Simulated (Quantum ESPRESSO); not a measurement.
AlN:

```xyz
2
Lattice="0.0000 2.1840 2.1840 2.1840 0.0000 2.1840 2.1840 2.1840 0.0000" Properties=species:S:1:pos:R:3 pbc="T T T"
Al    0.0000    0.0000    0.0000
N     1.0920    1.0920    1.0920
```

Measurements of this composition are mostly on another form, of space group No. 186.

* Program: Quantum ESPRESSO 7.5
* Task: phonons
* Functional: PBEsol
* Potentials or basis: GBRV 1.5 PBEsol
* Cutoff: 612 eV
* Density cutoff: 4898 eV
* k mesh: 6 × 6 × 6, shifted
* Occupations: fermi-dirac, width 0.05 eV
* Spin: no spin polarisation
* Mixing beta: 0.5
* Most SCF iterations: 120
* SCF threshold: 4e-10 Ry

The cell and the atoms were relaxed first, to 10.50 Å³/atom (a = 3.097 Å, b = 3.097 Å, c = 3.097 Å, α = 60.00°, β = 60.00°, γ = 60.00°), and the response was taken there.

The first run showed a gap, so the response started from a second, tighter run with fixed occupations.

What is the highest optical frequency at the zone centre, leaving out the macroscopic field of polar modes?

651 cm⁻¹, a mode of symmetry T2 (IR and Raman). With the field the highest mode lies at 883 cm⁻¹.

Optical modes at Γ, degenerate ones joined, polar ones without the macroscopic field:
| cm⁻¹ | components | symmetry | active in | IR intensity, summed ((D/Å)²/amu) |
| --- | --- | --- | --- | --- |
| 651 | 3 | T2 | IR and Raman | 48.78 |

Zone-centre frequencies without and with the macroscopic field along z (cm⁻¹):
|  | optical modes in rising order |
| --- | --- |
| without | 651 651 651 |
| with the field | 651 651 883 |

Born effective charge tensors (e):
atom 1, Al
```
2.55 0.00 0.00
0.00 2.55 0.00
0.00 0.00 2.55
```
atom 2, N
```
-2.55  0.00  0.00
 0.00 -2.55  0.00
 0.00  0.00 -2.55
```

Electronic dielectric tensor:
```
4.65 0.00 0.00
0.00 4.65 0.00
0.00 0.00 4.65
```

Static dielectric tensor, electrons and zone-centre modes:
```
8.54 0.00 0.00
0.00 8.54 0.00
0.00 0.00 8.54
```
